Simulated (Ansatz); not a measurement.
The system is Pt.

```xyz
2
Lattice="2.7607 0.0000 0.0000 -1.3803 2.3908 0.0000 0.0000 0.0000 4.7921" Properties=species:S:1:pos:R:3 pbc="T T T"
Pt    0.0000    1.5939    1.1980
Pt    1.3803    0.7969    3.5941
```

This isn't the form of Pt at room conditions, which is fcc.

| Item | Value |
| --- | --- |
| Program | Ansatz 0.2.0 |
| Task | single point |
| Functional | PBEsol |
| Potentials or basis | all-electron LAPW, scalar-relativistic |
| Cutoff | 273 eV (chosen from the basis error) |
| Basis error allowed | 0.001 eV/atom |
| k mesh | 11 × 11 × 6 |
| Occupations | fermi-dirac, width 0.05 eV |
| Spin | no spin polarisation |

On this cell: pressure -10.7 GPa; largest force under 0.003 eV/Å; band gap on the k mesh none (metal or under the smearing width).

The same run follows on a disturbed copy (atoms moved at random, drawn with an rms of 0.05 Å):

```
Pt
1.0
     2.76067    0.00000    0.00000
    -1.38033    2.39081    0.00000
     0.00000    0.00000    4.79213
Pt
2
Cartesian
  -0.0429 1.6448 1.2117
  1.4132 0.7717 3.5624
```

Task: What changes?

Result: The energy (extrapolated to zero smearing) moves by +2.4 meV/atom; pressure -10.3 GPa; largest force 0.415 eV/Å; band gap on the k mesh none (metal or under the smearing width).

Forces on the atoms (eV/Å):
```
Pt  -0.073  0.032 -0.407
Pt   0.073 -0.032  0.407
```

Stress tensor (GPa, compression positive):
```
-10.37   0.03  -0.15
  0.03  -9.94   0.21
 -0.15   0.21 -10.73
```
